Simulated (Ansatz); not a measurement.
# Si2W (P6_222) in Ansatz: a series of runs

The runs below take Si2W through relaxation of cell and atoms, single point, with BLYP, PBE.

Program: Ansatz 0.2.0. These are calculated values, not measurements. Logs are shortened: lines on timing, memory, paths and dates and some standing lists are left out, and cuts for length are marked.

## (1) The structure

Symmetry: P6_222, No. 180, hexagonal system. The conventional cell has a = 4.617 Å, b = 4.617 Å, c = 6.653 Å, α = 90.00°, β = 90.00°, γ = 120.00°. W (site symmetry 222) has 10 Si at 2.59 to 2.69 Å as nearest neighbours. Around Si (site symmetry 2) lie 5 Si at 2.57 to 2.69 Å and 5 W at 2.59 to 2.69 Å.

Measurements of this composition are mostly on another form, of space group No. 139.

## (2) Relaxation of cell and atoms, BLYP

The input, input.yaml:

```yaml
crystal:
  lattice:
    - [4.6168523821, 0.0, 0.0]
    - [-2.3084261911, 3.9983114484, 0.0]
    - [0.0, 0.0, 6.653222]
  atoms:
    - { symbol: W, position: [0.5, 0.0, 0.5] }
    - { symbol: W, position: [0.5, 0.5, 0.8333333333] }
    - { symbol: W, position: [0.0, 0.5, 0.1666666667] }
    - { symbol: Si, position: [0.327252, 0.163626, 0.1666666667] }
    - { symbol: Si, position: [0.836374, 0.163626, 0.8333333333] }
    - { symbol: Si, position: [0.163626, 0.327252, 0.5] }
    - { symbol: Si, position: [0.672748, 0.836374, 0.1666666667] }
    - { symbol: Si, position: [0.163626, 0.836374, 0.8333333333] }
    - { symbol: Si, position: [0.836374, 0.672748, 0.5] }
hamiltonian:
  xc: blyp
  pseudopotentials: { kind: paw }
kpoints:
  mp_grid: { grid: [7, 7, 4] }
scf:
  occupations: { method: fermi_dirac, width: 0.05 }
output:
  forces: true
  stress: true
  eigenvalues: true
relax:
  f_tol: 0.01
  max_steps: 40
  cell: { stress_tol: 0.05 }
```

Potentials or basis: Ansatz PAW.

Launch:

```sh
ansatz run input.yaml --threads 4 --pin off --max-ram 11264MiB --backend cpu --events-out ev --progress --plain --runs-dir out
```

Standard output:

```text
Warning: RAYON_NUM_THREADS=4 ignored (pool sized by the plan → 4); use --threads N
Engine: ansatz 0.2.0, aarch64-unknown-linux-gnu
Pseudopotentials: kind: paw
Pseudopotential: W, paw, valence charge 14, recommended cutoff 420 eV (normal), W.paw.azcp
Pseudopotential: Si, paw, valence charge 4, recommended cutoff 420 eV (normal), Si.paw.azcp
Functional definition: BLYP
  parameter beta = 0.0042
  parameter a = 0.04918
  parameter b = 0.132
  parameter c = 0.2533
  parameter d = 0.349
  exchange = b88_x(beta = beta)
  correlation = lyp_c(a = a, b = b, c = c, d = d)
Crystal: 9 atoms, lattice volume = 122.816 Å³
Basis set: ecut = 420 eV, 2405 PW (Γ), exchange–correlation on 64×64×90 points (8 copies of the dense FFT grid, shifted against one another)
Bands: 42, of which v1, the nominal top of the filled ones, is band 33 counted from 1 (32 counted from 0)
Symmetry: 12 space group operations
Space group: P6222 (ITA 180), of the structure as read, at distance tolerance 5.0e-5 Å
k-points: 24 of 196 (time reversal used)
Non-local potential: W, projectors of the file, l = 0: 3, l = 1: 2, l = 2: 2, l = 3: 1
Non-local potential: Si, projectors of the file, l = 0: 2, l = 1: 2, l = 2: 2
PAW form: soft (Blöchl's): semilocal exchange-correlation on the pseudo side does not see the compensation charge
PAW frozen core: W, regenerated for the run's functional, and the local potential with it (the file was generated under x = pbe(κ = 0.804, μ = 0.2195149727645171), c = pbe(β = 0.06672455060314922))
PAW frozen core: Si, regenerated for the run's functional, and the local potential with it (the file was generated under x = pbe(κ = 0.804, μ = 0.2195149727645171), c = pbe(β = 0.06672455060314922))
PAW one-centre angular grid: W, 590 points (default); XC on 64 Gauss nodes
PAW one-centre angular grid: Si, 110 points (default); XC on 64 Gauss nodes
Initial density: superposition of atomic densities (neutral atoms: chi_scale 0, normalization atom), corrected by the library's trained network
Initial wavefunctions: pseudopotential atomic-orbital guess
Functional: x = b88, c = lyp
SCF iter   1: F=—  HF=-35062.682442 eV  |F-HF|=—  |Δ(HF+E_count)|=         —  Δρ=1.23e-2  dr2=2.19e-1  ethr=1.77e-3  ⟨swp⟩=7.1  Hψ=4623  notcnv=0
preconditioner: auto → Resta (q_TF=auto, 2.460 Å⁻¹)  ε∞=9.6  [insulator: Δε(μ)=0.245 eV  Ē_g=7.385 eV  σ=0.050 eV  W_gap=0.84  n_scr=34 (ndim 8)  ℏωp=21.7 eV  f_vac=0.000  D(μ)=0.25/eV (n_scr^D=0)  ε∞_Penn≈9.6]
SCF iter   2: F=—  HF=-35062.647073 eV  |F-HF|=—  |Δ(HF+E_count)|=   3.54e-2  Δρ=6.54e-3  dr2=5.19e-2  ethr=3.32e-4  ⟨swp⟩=2.0  Hψ=1366  notcnv=0  defer=38
[... 86 lines left out ...]
Entropy (-TS):   -0.006356 eV (-0.706 meV/atom)
Fermi energy:    16.730700 eV
--- Per-component energies (eV) ---
  E_band       = -264.904697
  E_kinetic    = 1615.692749
  E_local      = -2961.740684  (includes V_loc(G=0)·N_el)
  E_nonlocal   = 158.909986
  E_hartree    = 1148.646220
  E_xc         = -1120.151675
  E_vxc        = -982.440380  (∫ρ·V_xc dr)
  E_paw        = -28878.368047  (= ΣΔE_a)
  E_vpaw       = -392.618690  (= ΣTr[D̂ρ^β])
  E_aug_tail   = -0.000117  (compensation charges beyond the density's cutoff)
  E_ewald      = -5026.412050
  E_core_change = 0.656707  (= ΣΔE_core)
  E_smearing   = -0.006356  (= −TS)
  E_closure    = 0.000000  (closes the sum)
  Σ components = -35062.773268   (vs F -35062.773268, Δ=0.00e0)
--- Forces (eV/Å), atoms counted from 1 ---
  atom   1  W     -0.00000000     0.00000000     0.00000000
  atom   2  W     -0.00000000    -0.00000000    -0.00000000
  atom   3  W      0.00000000    -0.00000000     0.00000000
  atom   4  Si     0.00022951     0.00013251     0.00000000
  atom   5  Si    -0.00022951     0.00013251     0.00000000
  atom   6  Si    -0.00000000     0.00026502    -0.00000000
  atom   7  Si    -0.00022951    -0.00013251    -0.00000000
  atom   8  Si     0.00022951    -0.00013251    -0.00000000
  atom   9  Si     0.00000000    -0.00026502     0.00000000
  max |Σ_I F_I| component: 1.67e-16 eV/Å
--- Stress (GPa, compression-positive) ---
        0.020812       0.000000      -0.000000
        0.000000       0.020812       0.000000
        0.000000       0.000000       0.012889
  P = ⅓ Tr σ = 0.0182 GPa (0.182 kbar)
--- Band table (eV; the first three rows and the last of 24) ---
  k-point 0: bands = ["-57.5928", "-57.5831", "-57.5831", "-21.9597", "-21.9577", "-21.9577", "-21.9466", "-21.9466", "-21.8866", "-21.8491", "-21.8491", "-21.8400", "2.6318", "5.7632", "5.7632", "9.6142", "10.0908", "10.0908", "10.2619", "10.2619", "11.2290", "11.8813", "11.8813", "12.1027", "13.0439", "13.0439", "13.4402", "13.4402", "13.5749", "13.5749", "13.7548", "14.3615", "15.9697", "18.6995", "18.8290", "19.0111", "19.0111", "19.2613", "19.2613", "19.3030", "19.3964", "19.3964"]
  k-point 1: bands = ["-57.5919", "-57.5863", "-57.5808", "-21.9844", "-21.9540", "-21.9534", "-21.9401", "-21.9200", "-21.8879", "-21.8729", "-21.8511", "-21.8296", "2.8611", "4.5425", "6.9478", "9.7990", "9.9031", "10.0473", "10.3738", "10.7295", "10.9553", "11.2106", "11.4111", "11.5843", "13.1556", "13.3244", "13.3355", "13.5056", "13.7847", "14.0369", "14.3655", "14.3806", "16.4353", "18.1912", "18.4491", "19.0363", "19.0448", "19.1130", "19.1722", "19.3051", "19.3491", "19.4754"]
  k-point 2: bands = ["-57.5895", "-57.5895", "-57.5799", "-21.9940", "-21.9561", "-21.9426", "-21.9426", "-21.8872", "-21.8872", "-21.8808", "-21.8808", "-21.8222", "3.5244", "3.5244", "7.6062", "9.6906", "9.7724", "10.2245", "10.2245", "10.8819", "10.8819", "11.0848", "11.0848", "11.6007", "12.9447", "13.1576", "13.1576", "13.2859", "14.1556", "14.1556", "14.2856", "16.1229", "16.1229", "18.4570", "18.4860", "18.4860", "18.7234", "19.2268", "19.2268", "19.2945", "19.5426", "19.6928"]
  k-point 23: bands = ["-57.5895", "-57.5856", "-57.5838", "-21.9886", "-21.9783", "-21.9762", "-21.9273", "-21.9154", "-21.9040", "-21.8495", "-21.8475", "-21.8236", "5.4664", "5.5146", "6.1906", "6.9080", "7.1169", "8.0785", "10.4318", "10.8121", "11.2805", "11.5924", "12.8381", "12.8439", "13.1383", "13.2040", "13.3520", "13.4487", "14.5405", "14.9355", "15.1338", "15.4644", "16.2726", "17.3138", "17.5162", "17.5278", "18.0481", "18.4851", "18.7445", "18.8343", "19.0839", "19.5826"]
--- Relaxed structure (5 steps of the walk, 5 accepted, 1 SCFs on fresh bases) ---
  F+E_penalty+E_count = -35062.77326805 eV   max|allowed force component| = 2.650e-4 eV/Å   (the final SCF, on the basis selected at the relaxed cell)
  cell:  # Å, volume = 128.0491 Å³
    - [4.6976222569538315, 2.937257695625762e-11, 1.2943121295906121e-18]
    - [-2.3488111285023527, 4.068260211890521, -3.468098899056395e-19]
    - [1.865198456172146e-18, 4.997784200209654e-19, 6.700229351513217]
  atoms:
    - { symbol: W, position: [0.49999999999999994, 7.080419820543072e-20, 0.4999999999999999] }
    - { symbol: W, position: [0.4999999999999999, 0.5, 0.8333333333333333] }
    - { symbol: W, position: [-7.641261698279541e-20, 0.5, 0.16666666666666669] }
    - { symbol: Si, position: [0.32751155657114867, 0.16375577828557433, 0.16666666666666669] }
    - { symbol: Si, position: [0.8362442217144254, 0.16375577828557436, 0.8333333333333333] }
    - { symbol: Si, position: [0.16375577828557433, 0.3275115565711488, 0.4999999999999999] }
    - { symbol: Si, position: [0.672488443428851, 0.8362442217144255, 0.16666666666666669] }
    - { symbol: Si, position: [0.16375577828557436, 0.8362442217144255, 0.8333333333333333] }
    - { symbol: Si, position: [0.8362442217144253, 0.6724884434288513, 0.4999999999999999] }
```

It took 24 s on 4 threads of Arm Neoverse V1, shared host; peak memory 0.48 GiB.

What came out:

```yaml
Free_energy: -35062.7733 eV
Relaxed_volume: 14.23 Å³/atom
Relaxed_cell: a = 4.698 Å, b = 4.698 Å, c = 6.700 Å, α = 90.00°, β = 90.00°, γ = 120.00°
Space_group_after_relaxing_to_0.05_Å: P6_222 (No. 180)
Energy_gained_by_relaxing: 15.0 meV/atom
Ionic_steps: 6
Pressure_after_relaxing: 0.0 GPa
Band_gap_on_the_k_mesh: 0.18 eV, indirect (least direct gap 0.53 eV)
```

Step by step:
```csv
step,energy change (eV),largest force (eV/Å),volume (Å³)
1,0.0000,0.0013,122.82
2,-0.1172,0.0917,129.69
3,-0.1321,0.0211,128.16
4,-0.1326,0.0036,128.05
5,-0.1326,0.0002,128.05
6,-0.1346,0.0003,128.05
```

Final structure:
```cif
data_structure
_symmetry_space_group_name_H-M 'P 1'
_symmetry_Int_Tables_number 1
_cell_length_a 4.6976
_cell_length_b 4.6976
_cell_length_c 6.7002
_cell_angle_alpha 90.000
_cell_angle_beta 90.000
_cell_angle_gamma 120.000
_cell_volume 128.05
loop_
_atom_site_label
_atom_site_type_symbol
_atom_site_fract_x
_atom_site_fract_y
_atom_site_fract_z
_atom_site_occupancy
W1 W 0.50000 0.00000 0.50000 1
W2 W 0.50000 0.50000 0.83333 1
W3 W 0.00000 0.50000 0.16667 1
Si1 Si 0.32751 0.16376 0.16667 1
Si2 Si 0.83624 0.16376 0.83333 1
Si3 Si 0.16376 0.32751 0.50000 1
Si4 Si 0.67249 0.83624 0.16667 1
Si5 Si 0.16376 0.83624 0.83333 1
Si6 Si 0.83624 0.67249 0.50000 1
```

Caveat: odd divisions of the mesh miss points on the zone boundary, where band edges often lie, so the gap on the mesh can be too wide; the plane-wave basis is chosen anew once the cell has moved, so the energies of steps on either side of that aren't comparable; spin-orbit coupling is left out, which moves the levels of the heavy elements; the PAW data sets come from PBE, with cores solved anew for the run's functional, which leaves a small shift of forces and pressure.

## (3) Single point, PBE

input.yaml, as its differences from that of step 2:

```diff
@@ -16,3 +16,3 @@
 hamiltonian:
-  xc: blyp
+  xc: pbe
   pseudopotentials: { kind: paw }
@@ -21,3 +21,3 @@
 scf:
-  occupations: { method: fermi_dirac, width: 0.05 }
+  occupations: { method: gaussian, width: 0.012 }
 output:
@@ -26,5 +26 @@
   eigenvalues: true
-relax:
-  f_tol: 0.01
-  max_steps: 40
-  cell: { stress_tol: 0.05 }
```

Potentials or basis: Ansatz PAW.

Launch:

```sh
ansatz run input.yaml --threads 4 --pin off --max-ram 11264MiB --backend cpu --events-out ev --progress --plain --runs-dir out
```

Standard output:

```text
Warning: RAYON_NUM_THREADS=4 ignored (pool sized by the plan → 4); use --threads N
Engine: ansatz 0.2.0, aarch64-unknown-linux-gnu
Pseudopotentials: kind: paw
[... 69 lines left out ...]
  k-point 0: bands = ["-57.1774", "-57.1656", "-57.1656", "-21.5790", "-21.5762", "-21.5762", "-21.5528", "-21.5528", "-21.4815", "-21.4494", "-21.4494", "-21.4356", "2.5101", "5.7269", "5.7269", "9.5073", "10.0463", "10.0463", "10.7199", "10.7199", "11.5358", "11.8942", "11.8942", "12.1661", "13.0824", "13.0824", "13.5994", "13.5994", "13.7240", "13.7240", "14.0639", "14.5157", "16.1656", "19.3076", "19.3076", "19.3678", "19.3955", "19.6924", "19.7754", "19.7754", "19.9495"]
  k-point 1: bands = ["-57.1764", "-57.1695", "-57.1627", "-21.6079", "-21.5717", "-21.5601", "-21.5475", "-21.5312", "-21.4837", "-21.4746", "-21.4489", "-21.4274", "2.7458", "4.4725", "6.9545", "9.6957", "10.0060", "10.3187", "10.3596", "10.9328", "11.1855", "11.3879", "11.5495", "11.6279", "13.3119", "13.3986", "13.4056", "13.7350", "13.9540", "14.2387", "14.4935", "14.5710", "16.7058", "18.3590", "19.0966", "19.5862", "19.6087", "19.6264", "19.6293", "19.7162", "19.8848"]
  k-point 2: bands = ["-57.1735", "-57.1735", "-57.1617", "-21.6193", "-21.5630", "-21.5556", "-21.5556", "-21.4859", "-21.4859", "-21.4844", "-21.4844", "-21.4190", "3.4273", "3.4273", "7.6615", "9.5969", "10.1364", "10.1364", "10.2286", "10.8967", "10.8967", "11.4994", "11.4994", "11.5383", "13.0393", "13.3145", "13.3145", "13.3478", "14.3655", "14.3655", "14.4901", "16.3663", "16.3663", "18.8606", "19.0865", "19.0865", "19.3320", "19.5046", "19.5046", "19.7286", "19.8152"]
  k-point 23: bands = ["-57.1734", "-57.1686", "-57.1665", "-21.6128", "-21.5967", "-21.5956", "-21.5355", "-21.5205", "-21.5023", "-21.4490", "-21.4460", "-21.4178", "5.4820", "5.5300", "6.2486", "6.9437", "7.1691", "8.1047", "10.4490", "10.7624", "11.3131", "11.7732", "12.8660", "12.8708", "13.3201", "13.3753", "13.5478", "13.6467", "14.7759", "15.1636", "15.4306", "15.7392", "16.5599", "17.6077", "17.8753", "17.9288", "18.4490", "18.9080", "19.0999", "19.2422", "19.6475"]
```

Wall time 3.4 s (4 threads of Arm Neoverse V1, shared host); peak memory 0.43 GiB.

Results:

* Free energy: -34971.7702 eV
* Pressure: -0.5 GPa
* Largest force: 0.006 eV/Å
* Band gap on the k mesh: 0.23 eV, indirect (least direct gap 0.68 eV)

Forces in eV/Å, atoms in the order of the input:
```
W    0.000  0.000  0.000
W    0.000  0.000  0.000
W    0.000  0.000  0.000
Si   0.005  0.003  0.000
Si  -0.005  0.003  0.000
Si   0.000  0.006  0.000
Si  -0.005 -0.003  0.000
Si   0.005 -0.003  0.000
Si   0.000 -0.006  0.000
```

Stress tensor (GPa, compression positive):
```
-0.43  0.00  0.00
 0.00 -0.43  0.00
 0.00  0.00 -0.65
```

Caveat: odd divisions of the mesh miss points on the zone boundary, where band edges often lie, so the gap on the mesh can be too wide; spin-orbit coupling is left out, which moves the levels of the heavy elements.
